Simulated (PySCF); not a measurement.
Structure with atom numbers: `[O:1]=[CH:2][c:3]1[cH:4][cH:5][cH:6][cH:7][cH:8]1`. Hydrogens are named by the atom that carries them.

Geometry: PBE0-D3(BJ)/def2-SVP; GIAO absolute shieldings from PySCF 2.14, gas phase, non-relativistic, averaged over equivalent atoms.

At B97-D/pcSseg-1 (166 basis functions, 27 s wall time on 1 thread of an x86-64 server CPU, shared host):
```json
{"atoms": "O1", "σ (ppm)": "-295.6"}
{"atoms": "C2", "σ (ppm)": "-6.2"}
{"atoms": "C3", "σ (ppm)": "45.4"}
{"atoms": "C6", "σ (ppm)": "45.8"}
{"atoms": "C4/C8", "σ (ppm)": "49.5"}
{"atoms": "C5/C7", "σ (ppm)": "50.9"}
{"atoms": "H(C2)", "σ (ppm)": "21.49"}
{"atoms": "H(C4)/H(C8)", "σ (ppm)": "23.65"}
{"atoms": "H(C6)", "σ (ppm)": "23.95"}
{"atoms": "H(C5)/H(C7)", "σ (ppm)": "23.96"}
```

**Question.** What do these become at B97-2/pcSseg-1?

**Answer.** 
```csv
atoms,σ at B97-2/pcSseg-1,change
O1,-309.1,-13.5
C2,-5.8,+0.4
C3,46.9,+1.5
C6,46.7,+0.9
C4/C8,50.4,+0.9
C5/C7,52.5,+1.6
H(C2),21.55,+0.06
H(C4)/H(C8),23.40,-0.25
H(C6),23.76,-0.19
H(C5)/H(C7),23.79,-0.17
```

The largest change is at O1 (aldehyde oxygen). Cost: 166 basis functions, 15 s wall time on 1 thread of an Arm Neoverse V2, shared host. The order of the carbon signals changes between the two levels.
